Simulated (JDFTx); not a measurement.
# GaSb: single point with LDA

**Measured values to compare with.**

From a printed reference work, data compilation, for a bulk crystal of GaSb at 4.2 K: band gap 0.811 eV (direct).

Crystal: GaSb.

```xyz
2
Lattice="0.0000 3.0590 3.0590 3.0590 0.0000 3.0590 3.0590 3.0590 0.0000" Properties=species:S:1:pos:R:3 pbc="T T T"
Sb    4.5885    4.5885    4.5885
Ga    0.0000    0.0000    0.0000
```

```
Program             : JDFTx 1.7.0 (patched build)
Task                : single point
Functional          : LDA
Potentials or basis : PseudoDojo-SR-LDA-0.4.1-standard with smoothed tails
Cutoff              : 1143 eV
Density cutoff      : 9143 eV
k mesh              : 8 × 8 × 8
Occupations         : fermi-dirac, width 0.05 eV
Spin                : no spin polarisation
```

```
Pressure               : -1.8 GPa
Band gap on the k mesh : none (metal or under the smearing width)
Loewdin charges        : Sb +0.30; Ga -0.26 e
```

Levels at points of the mesh, in eV from the Fermi level:
```tsv
k point	band 12	band 13	band 14	band 15	band 16	band 17
(0.00, 0.00, 0.00)	-0.21	-0.04	-0.04	-0.04	2.75	2.75
(0.00, 0.00, 0.50)	-6.44	-1.18	-1.18	0.25	3.72	3.72
(0.00, 0.50, 0.50)	-6.88	-2.60	-2.60	0.81	1.14	8.61
```

Wall time 3 min on 1 thread of Arm Neoverse V1, with other jobs on the host, peak memory 0.19 GiB.

Against the measured gap of GaSb, 0.811 eV (direct; 4.2 K; a printed reference work, data compilation), the calculated 0.00 eV is off by -0.81 eV. Spin-orbit coupling on Ga, Sb is left out. The value is that of LDA on a finite k mesh, which can miss the band edges, without temperature or zero-point motion. Semilocal functionals fall short of measured gaps as a rule.

Caveat: the empty levels aren't tightly converged; this crystal is a semiconductor, whose small gap the functional closes, so the metal is an error of the method. The run has no spin-orbit coupling, so splittings on Sb are missing.
